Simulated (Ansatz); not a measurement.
Relaxation of Bi₇Se₁₁

Level of theory: Ansatz, DFT PBE, scalar-relativistic, plane waves, PAW. Run with 420 eV cutoff, 2×2×2 k-mesh, Gaussian smearing of 0.01 eV, no spin polarisation.

What was changed: Se interstitial, charge +0, atoms relaxed at the host's cell.

Spin-orbit coupling is left out, which matters for the bands and energies of heavy elements.

In a supercell of 36 atoms the defect feels its periodic images, and the cell reads as a metal on the mesh, so a level in the gap can't be told from a carrier in the bands.

Spin polarisation was left out.

Command:

```bash
ansatz run input.yaml --threads 4 --pin off --max-ram 10240MiB --backend cpu --events-out ev --progress --plain --runs-dir out
```

Input:

```yaml
crystal:
  lattice:
    - [10.4729127039, -3.6279233813, 0.0]
    - [2.0945825408, -10.8837701439, 0.0]
    - [4.1891650816, -4.8372311751, -10.5046283317]
  atoms:
    - { symbol: Bi, position: [0.8238259387, 0.2523973673, 0.8142364695] }
    - { symbol: Bi, position: [0.6809687959, 0.9666830816, 0.8142364695] }
    - { symbol: Bi, position: [0.538111653, 0.6809687959, 0.8142364695] }
    - { symbol: Bi, position: [0.4017940082, 0.3819925264, 0.8128055219] }
    - { symbol: Bi, position: [0.2523973673, 0.1095402244, 0.8142364695] }
    - { symbol: Bi, position: [0.1095402244, 0.8238259387, 0.8142364695] }
    - { symbol: Bi, position: [0.9666830816, 0.538111653, 0.8142364695] }
    - { symbol: Bi, position: [0.0333169184, 0.461888347, 0.1857635305] }
    - { symbol: Bi, position: [0.8904597756, 0.1761740613, 0.1857635305] }
    - { symbol: Bi, position: [0.7476026327, 0.8904597756, 0.1857635305] }
    - { symbol: Bi, position: [0.6001157539, 0.5920366479, 0.1916224702] }
    - { symbol: Bi, position: [0.461888347, 0.3190312041, 0.1857635305] }
    - { symbol: Bi, position: [0.3190312041, 0.0333169184, 0.1857635305] }
    - { symbol: Bi, position: [0.1761740613, 0.7476026327, 0.1857635305] }
    - { symbol: Se, position: [0.4285714286, 0.8571428571, 0.0] }
    - { symbol: Se, position: [0.2857142857, 0.5714285714, 0.0] }
    - { symbol: Se, position: [0.1428571429, 0.2857142857, 0.0] }
    - { symbol: Se, position: [0.0, 0.0, 1.0] }
    - { symbol: Se, position: [0.8571428571, 0.7142857143, 0.0] }
    - { symbol: Se, position: [0.7142857143, 0.4285714286, 0.0] }
    - { symbol: Se, position: [0.5714285714, 0.1428571429, 0.0] }
    - { symbol: Se, position: [0.6504193666, 0.0789907951, 0.334456186] }
    - { symbol: Se, position: [0.5146409954, 0.7914131095, 0.3324216591] }
    - { symbol: Se, position: [0.3723441917, 0.5071460872, 0.330787994] }
    - { symbol: Se, position: [0.221847938, 0.221847938, 0.334456186] }
    - { symbol: Se, position: [0.0789907951, 0.9361336523, 0.334456186] }
    - { symbol: Se, position: [0.9361336523, 0.6504193666, 0.334456186] }
    - { symbol: Se, position: [0.7857737467, 0.3675496626, 0.3415940388] }
    - { symbol: Se, position: [0.209207138, 0.6297719949, 0.6607871359] }
    - { symbol: Se, position: [0.0638663477, 0.3495806334, 0.665543814] }
    - { symbol: Se, position: [0.9210092049, 0.0638663477, 0.665543814] }
    - { symbol: Se, position: [0.778152062, 0.778152062, 0.665543814] }
    - { symbol: Se, position: [0.621456028, 0.5018979569, 0.6745899204] }
    - { symbol: Se, position: [0.4984938355, 0.2028908472, 0.6608707569] }
    - { symbol: Se, position: [0.3495806334, 0.9210092049, 0.665543814] }
    - { symbol: Se, position: [0.4998848212, 0.5039051557, 0.4979454608] }
  host:
    lattice:
      - [2.0945825408, 1.2093077938, 10.5046283317]
      - [-2.0945825408, 1.2093077938, 10.5046283317]
      - [0.0, -2.4186155875, 10.5046283317]
    atoms:
      - { symbol: Bi, position: [0.3952545102, 0.3952545102, 0.3952545102] }
      - { symbol: Bi, position: [0.6047454898, 0.6047454898, 0.6047454898] }
      - { symbol: Se, position: [0.0, 0.0, 0.0] }
      - { symbol: Se, position: [0.221847938, 0.221847938, 0.221847938] }
      - { symbol: Se, position: [0.778152062, 0.778152062, 0.778152062] }
basis:
  ecutwfc: 420
  xc_grid: 2
kpoints:
  mp_grid: { grid: [2, 2, 2], shift: [0.0, 0.0, 0.0] }
hamiltonian:
  xc: pbe
scf:
  occupations: { method: gaussian, width: 0.01 }
output:
  forces: true
  stress: false
  eigenvalues: true
  charged_corrections: { defect_position: [0.5, 0.5, 0.5] }
  write_density: true
  write_potential: true
  elf: true
  volumetric_format: npy
relax:
  adjacent_minimum: "off"
  f_tol: 0.025
  max_steps: 45
```

F is the free energy.

Steps:

| step | F − F(1) (eV) | largest force component (eV/Å) |
| --- | --- | --- |
| 1 | 0.0000 | 0.864 |
| 2 | -0.2200 | 0.402 |
| 3 | -0.3195 | 0.077 |
| 4 | -0.3286 | 0.100 |
| 5 | -0.3320 | 0.099 |
| 6 | -0.3390 | 0.024 |
| 7 | -0.3390 | 0.024 |
| 8 | -0.3399 | 0.017 |
| 9 | -0.3401 | 0.014 |
| 10 | -0.3404 | 0.013 |
| 11 | -0.3426 | 0.040 |
| 12 | -0.3502 | 0.063 |
| 13 | -0.3577 | 0.038 |
| 14 | -0.3531 | 0.124 |
| 15 | -0.3632 | 0.017 |

Relaxed structure:

```
CELL_PARAMETERS angstrom
10.47291 -3.62792 0.00000
2.09458 -10.88377 0.00000
4.18917 -4.83723 -10.50463
ATOMIC_POSITIONS crystal
Bi 0.82560 0.25591 0.81621
Bi 0.68232 0.96266 0.81615
Bi 0.53858 0.68139 0.81748
Bi 0.39550 0.39370 0.81649
Bi 0.25658 0.10231 0.81575
Bi 0.10304 0.82494 0.81539
Bi 0.96492 0.53798 0.81560
Bi 0.03661 0.46297 0.18229
Bi 0.89623 0.17268 0.18167
Bi 0.74849 0.89593 0.18128
Bi 0.59299 0.59593 0.21381
Bi 0.46275 0.31697 0.18106
Bi 0.31724 0.03710 0.18188
Bi 0.17362 0.74755 0.18149
Se 0.42958 0.85059 0.00604
Se 0.28732 0.56876 0.99604
Se 0.14711 0.28811 0.99536
Se 0.00117 0.00028 0.99787
Se 0.85037 0.71296 0.00532
Se 0.71472 0.42974 0.00459
Se 0.57032 0.14501 0.99507
Se 0.65428 0.08298 0.33075
Se 0.50472 0.81236 0.33552
Se 0.34656 0.50250 0.33472
Se 0.22271 0.22278 0.33088
Se 0.08328 0.93032 0.33128
Se 0.93104 0.65378 0.33127
Se 0.80921 0.34826 0.33632
Se 0.20690 0.63740 0.66421
Se 0.06694 0.34729 0.66836
Se 0.91755 0.06530 0.66843
Se 0.77773 0.77654 0.66672
Se 0.63940 0.49235 0.66749
Se 0.49219 0.20367 0.66550
Se 0.34821 0.91687 0.66874
Se 0.50790 0.50276 0.48640
```

The run converged. Time: 43 min on 4 threads of AMD EPYC (Zen 3) (shared host), peak memory 7.4 GiB.